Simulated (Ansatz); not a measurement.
`F[C](F)(F)[Ge]([Cl])([Cl])[Cl]` + H₂S → `[SH][Ge]([Cl])([Cl])[Cl]` + `FC(F)F` at 600 K and 1 bar (ligand exchange at a Ge–C bond).

Isolated molecules relaxed with PBE0-D4/def2-TZVP in Ansatz; ΔE leaves out vibrations. CCSD(T)/CBS is the MP2 limit (def2-TZVPP, def2-QZVPP) plus CCSD(T) − MP2 in def2-TZVPP, frozen cores. This one scheme is used for every species. For Ge outer-core shells are correlated without core-valence functions, which leaves a few kJ/mol of doubt a bond. Scalar relativity is left out up to krypton. One conformer a species, not always the lowest.

```
                         species  CCSD(T)/CBS energy (Eh)  H − E (kJ/mol)  S (J/(mol·K))
`F[C](F)(F)[Ge]([Cl])([Cl])[Cl]`              -3792.99499           123.4          531.0
                             H₂S               -398.97279            60.8          230.9
      `[SH][Ge]([Cl])([Cl])[Cl]`              -3853.97733            94.5          464.9
                        `FC(F)F`               -338.02896            97.7          303.2
```

H − E and S are ideal-gas, rigid-rotor, harmonic terms from PBE0-D4/def2-TZVP, for one conformer and one mirror image of each species. 1 Eh = 2625.50 kJ/mol, R = 8.31446 J/(mol·K).

By hand: ΔE, ΔH, ΔS and ΔG.

ΔE = (-3853.97733) + (-338.02896) − (-3792.99499) − (-398.97279) = -0.03851 Eh = -101.1 kJ/mol. Δ(H − E) = 94.5 + 97.7 − 123.4 − 60.8 = 8.0, so ΔH = -93.1 kJ/mol. ΔS = 464.9 + 303.2 − 531.0 − 230.9 = 6.2 J/(mol·K). ΔG = -93.1 − 600 × (6.2)/1000 = -96.8 kJ/mol.

By hand: the equilibrium constant, and the temperature at which ΔG would vanish if ΔH and ΔS stayed fixed.

log₁₀ K = −ΔG/(RT ln 10) = 8.4. ΔH and −TΔS have one sign here, so there is no such temperature.

The number of gas molecules stays the same, so ΔS is small and ΔH decides. A doubt of 5 kJ/mol in ΔE shifts log₁₀ K by 0.4 here. Other conformers and mirror images would add mixing entropy, several J/(mol·K) or more a flexible species. Modes under 60 cm⁻¹, often nearly free rotors, make the harmonic entropy too high. These are equilibria of isolated gas molecules and say nothing of rates. Largest T1 diagnostic: 0.012 (customary marks: 0.02 for closed shells, 0.045 for open ones).

ΔS is within the doubt of such terms, so its sign, and with it that verdict, could turn.
